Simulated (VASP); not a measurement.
# C (R-3m) in VASP: equation of state

Aim: energy against volume of C in PBE, for its equilibrium volume and stiffness.

Everything below comes from runs of VASP 6.6.1. Logs are shortened: lines on timing, memory, paths and dates and some standing lists are left out, and cuts for length are marked.

## 1. Starting point

It takes space group R-3m (No. 166, trigonal). Conventional cell: a = 2.466 Å, b = 2.466 Å, c = 24.848 Å, α = 90.00°, β = 90.00°, γ = 120.00°. C (site symmetry 3m) is surrounded by 3 C at 1.42 Å. C (site symmetry 3m) is surrounded by 3 C at 1.42 Å.

This isn't the form of C at room conditions, which is graphite.

## 2. Equation of state, PBE, 10.25 Å³/atom (volume scaled by 0.94)

INCAR reads:

```
SYSTEM = C
  ALGO = Normal
  EDIFF = 1E-7
  ENCUT = 520
  GGA = PE
  ISIF = 2
  ISMEAR = -1
  LASPH = .TRUE.
  LCHARG = .FALSE.
  LREAL = .FALSE.
  LWAVE = .FALSE.
  NBANDS = 16
  NELM = 60
  PREC = Accurate
  SIGMA = 0.05
```

KPOINTS reads:

```
k-points
0
G
  12 12 12
  0 0 0
```

POSCAR reads:

```
C
1.0
    1.2080139297      0.6974471676      8.1135346977
   -1.2080139297      0.6974471676      8.1135346977
    0.0000000000     -1.3948943350      8.1135346977
C
4
Direct
    0.0871730800      0.0871730800      0.0871730800
    0.7538500600      0.7538500600      0.7538500600
    0.2461499400      0.2461499400      0.2461499400
    0.9128269200      0.9128269200      0.9128269200
```

Potentials or basis: VASP PAW PBE potentials, release 64 (C).

The run is started by

```console
cat potpaw_PBE.64/C/POTCAR > POTCAR
mpirun -np 1 vasp_std > vasp.out
```

OUTCAR:

```text
SYSTEM = C
   EDIFF = 1E-7
   ENCUT = 520
   GGA = PE
   ISIF = 2
   ISMEAR = -1
   LASPH = .TRUE.
   LREAL = .FALSE.
   NELM = 60
   PREC = Accurate

 Found    189 irreducible k-points:

 Following reciprocal coordinates:
            Coordinates               Weight
  0.000000  0.000000  0.000000      1.000000
  0.083333  0.000000  0.000000      6.000000
  0.166667  0.000000  0.000000      6.000000
  0.250000  0.000000  0.000000      6.000000
  0.333333 -0.000000  0.000000      6.000000
  0.416667  0.000000 -0.000000      6.000000
   k-points           NKPTS =    189   k-points in BZ     NKDIM =    189   number of bands    NBANDS=     16
   number of dos      NEDOS =    301   number of ions     NIONS =      4
   total plane-waves  NPLWV = 262144
   dimension x,y,z NGX =    64 NGY =   64 NGZ =   64
   dimension x,y,z NGXF=   128 NGYF=  128 NGZF=  128
   ions per type =               4
   NGX,Y,Z   is equivalent  to a cutoff of  12.92, 12.92, 12.92 a.u.
   NGXF,Y,Z  is equivalent  to a cutoff of  25.85, 25.85, 25.85 a.u.
 SYSTEM =  C
   PREC   = accura    normal or accurate (medium, high low for compatibility)
   ISTART =      0    job   : 0-new  1-cont  2-samecut
   ICHARG =      2    charge: 1-file 2-atom 10-const
   ISPIN  =      1    spin polarized calculation?
   LNONCOLLINEAR =      F non collinear calculations
   LSORBIT =      F    spin-orbit coupling
   LASPH  =      T    aspherical Exc in radial PAW
   ENCUT  =  520.0 eV  38.22 Ry    6.18 a.u.  15.31 15.31 15.31*2*pi/ulx,y,z
   NELM   =     60;   NELMIN=  2; NELMDL= -5     # of ELM steps
   EDIFF  = 0.1E-06   stopping-criterion for ELM
   LREAL  =      F    real-space projection
   EDIFFG = 0.1E-05   stopping-criterion for IOM
   NSW    =      0    number of steps for IOM
   IBRION =     -1    ionic relax: 0-MD 1-quasi-New 2-CG
   NFREE  =      0    steps in history (QN), initial steepest desc. (CG)
   ISIF   =      2    stress and relaxation
   ISYM   =      2    0-nonsym 1-usesym 2-fastsym
   POTIM  = 0.5000    time-step for ionic-motion
   TEBEG  =    0.0;   TEEND  =   0.0 temperature during run
   PSTRESS=    0.0 pullay stress
   NELECT =      16.0000    total number of electrons
   NUPDOWN=      -1.0000    fix difference up-down
   EMIN   =  10.00;   EMAX   =-10.00  energy-range for DOS
   EFERMI =   0.00;   METHOD = LEGACY
   ISMEAR =    -1;   SIGMA  =   0.05  broadening in eV -4-tet -1-fermi 0-gaus
   EFERMI_NEDOS =   21; number of points for ismear=-14 and -15
   IALGO  =     38    algorithm
   IMIX   =      4    mixing-type and parameters
     AMIX     =   0.40;   BMIX     =  1.00
     AMIX_MAG =   1.60;   BMIX_MAG =  1.00
  volume/ion in A,a.u.               =      10.25        69.20
  Fermi-wavevector in a.u.,A,eV,Ry     =   1.196189  2.260470 19.468156  1.430869
  Thomas-Fermi vector in A             =   2.332136
   LORBIT       =      0    0 simple, 1 ext, 2 COOP (PROOUT), +10 PAW based schemes
   GGA     = PE    functional components
   LHFCALC =     F    Hartree Fock is set to
   AEXX    =    0.0000 exact exchange contribution
   IVDW    =     0    specifies the selected vdW correction
   LEPSILON=     F    determine dielectric tensor
   LRPA    =     F    only Hartree local field effects (RPA)
 non-spin polarized calculation
  energy-cutoff  :      520.00
  volume of cell :       41.02
 maximum number of plane-waves:      1130
 NGX is ok and might be reduce to    64
   NGX = 31   NGY = 31   NGZ = 31

 number of electron      16.0000000 magnetization

 Free energy of the ion-electron system (eV)
  ---------------------------------------------------
  ext. energy  EPLUGINS =         0.00000000
  ---------------------------------------------------
  free energy    TOTEN  =       -36.76420996 eV

  energy without entropy =      -36.76279409  energy(sigma->0) =      -36.76350202

 E-fermi :   3.4946     XC(G=0):  -9.1370

 val. band max:        3.3926101382   @ k =  -0.2500   0.4167   0.0833
 cond. band min:       3.5952087642   @ k =  -0.3333   0.3333   0.0000
 fundamental gap:      0.2025986260
 Fermi energy:         3.4945624437

 k-point     1 :       0.0000    0.0000    0.0000
  band No.  band energies     occupation
      1     -16.5531      2.00000
      2     -16.4914      2.00000
      3      -4.8692      2.00000
      4      -4.1972      2.00000
      5       0.4811      2.00000
      6       0.4811      2.00000
      7       0.4839      2.00000
      8       0.4839      2.00000
      9       6.5094      0.00000
     10      10.3708      0.00000
     11      12.2091      0.00000
     12      12.2091      0.00000
     13      12.2194      0.00000
     14      12.2194      0.00000
     15      14.7255      0.00000
     16      15.6643      0.00000

 k-point     2 :       0.0833    0.0000    0.0000
  band No.  band energies     occupation
      1     -16.3826      2.00000
      2     -16.3219      2.00000
      3      -4.6600      2.00000
      4      -3.9955      2.00000
      5      -0.1866      2.00000
      6      -0.1825      2.00000
      7       0.1200      2.00000
      8       0.1230      2.00000
      9       6.7350      0.00000
     10      10.5587      0.00000
     11      12.2818      0.00000
     12      12.2939      0.00000
     13      12.9478      0.00000
     14      12.9579      0.00000
     15      14.9734      0.00000
     16      15.0445      0.00000

 k-point     3 :       0.1667    0.0000    0.0000
  band No.  band energies     occupation
      1     -15.8728      2.00000
      2     -15.8150      2.00000
      3      -4.0377      2.00000
      4      -3.3960      2.00000
      5      -1.8733      2.00000
      6      -1.8655      2.00000
      7      -0.7220      2.00000
      8      -0.7187      2.00000
      9       7.4130      0.00000
     10      11.1060      0.00000
     11      12.2704      0.00000
     12      12.3044      0.00000
     13      13.3955      0.00000
     14      13.4850      0.00000
     15      14.9026      0.00000
     16      14.9122      0.00000

 k-point     4 :       0.2500    0.0000    0.0000
  band No.  band energies     occupation
      1     -15.0296      2.00000
      2     -14.9762      2.00000
      3      -4.0422      2.00000
      4      -4.0292      2.00000
      5      -3.0206      2.00000
      6      -2.4184      2.00000
      7      -1.6526      2.00000
      8      -1.6491      2.00000
      9       8.5393      0.00000
     10      10.9609      0.00000
     11      11.2551      0.00000
     12      12.0208      0.00000
     13      12.0830      0.00000
     14      12.2339      0.00000
     15      16.6769      0.00000
     16      17.6062      0.00000

 k-point     5 :       0.3333   -0.0000    0.0000
  band No.  band energies     occupation
      1     -13.8643      2.00000
      2     -13.8167      2.00000
      3      -6.3258      2.00000
      4      -6.3068      2.00000
      5      -2.4261      2.00000
      6      -2.4224      2.00000
      7      -1.6576      2.00000
      8      -1.1157      2.00000
      9       8.4935      0.00000
     10       8.8199      0.00000
     11      10.1075      0.00000
     12      11.7786      0.00000
     13      11.8087      0.00000
     14      13.4106      0.00000
     15      17.9914      0.00000
     16      19.3488      0.00000

 k-point     6 :       0.4167    0.0000   -0.0000
  band No.  band energies     occupation
      1     -12.4036      2.00000
      2     -12.3625      2.00000
      3      -8.5135      2.00000
      4      -8.4880      2.00000
      5      -2.9240      2.00000
      6      -2.9203      2.00000
      7      -0.1103      2.00000
      8       0.3396      2.00000
      9       6.1596      0.00000
     10       6.5962      0.00000
     11      11.4922      0.00000
     12      11.5712      0.00000
     13      12.1926      0.00000
     14      14.9657      0.00000
     15      17.1166      0.00000
     16      18.6839      0.00000

 [... further k-points ...]

------------------------ aborting loop because EDIFF is reached ----------------------------------------

  FORCE on cell =-STRESS in cart. coord.  units (eV):
  Direction    XX          YY          ZZ          XY          YZ          ZX
  --------------------------------------------------------------------------------------
  -------------------------------------------------------------------------------------
  Total        6.0841338      6.0841338      0.0635449      0.0000000      0.0000000     -0.0000000
  in kB      237.6647300    237.6647300      2.4822560      0.0000000      0.0000000     -0.0000000
  external PRESSURE =     159.2705720 kB  Pullay stress =       0.0000000 kB

 VOLUME and BASIS-vectors are now :
 -----------------------------------------------------------------------------
  energy-cutoff  :      520.00
  volume of cell :       41.02
      direct lattice vectors                 reciprocal lattice vectors
     1.208013930  0.697447168  8.113534698     0.413902512  0.238966727  0.041083615
    -1.208013930  0.697447168  8.113534698    -0.413902512  0.238966727  0.041083615
     0.000000000 -1.394894335  8.113534698     0.000000000 -0.477933453  0.041083615

 POSITION                                       TOTAL-FORCE (eV/Angst)
 -----------------------------------------------------------------------------------
      0.00000      0.00000      2.12185         0.000000     -0.000000     -0.006259
      0.00000      0.00000     18.34917         0.000000     -0.000000     -0.013005
      0.00000      0.00000      5.99144         0.000000      0.000000      0.013005
      0.00000      0.00000     22.21876         0.000000      0.000000      0.006259
 -----------------------------------------------------------------------------------
    total drift:                               -0.000000      0.000000      0.000000

  FREE ENERGIE OF THE ION-ELECTRON SYSTEM (eV)
  ---------------------------------------------------
  free  energy   TOTEN  =       -36.7642099552 eV

  energy  without entropy=      -36.7627940869  energy(sigma->0) =      -36.76350202
```

It took 11 min on 1 thread of Intel Xeon Platinum 8488C (Sapphire Rapids), shared host; peak memory 0.55 GiB.

Results:

- Free energy: -36.7642 eV
- Pressure: 15.9 GPa
- Largest force: 0.013 eV/Å
- Band gap on the k mesh: 0.20 eV, direct

[end of part 1 of 2]
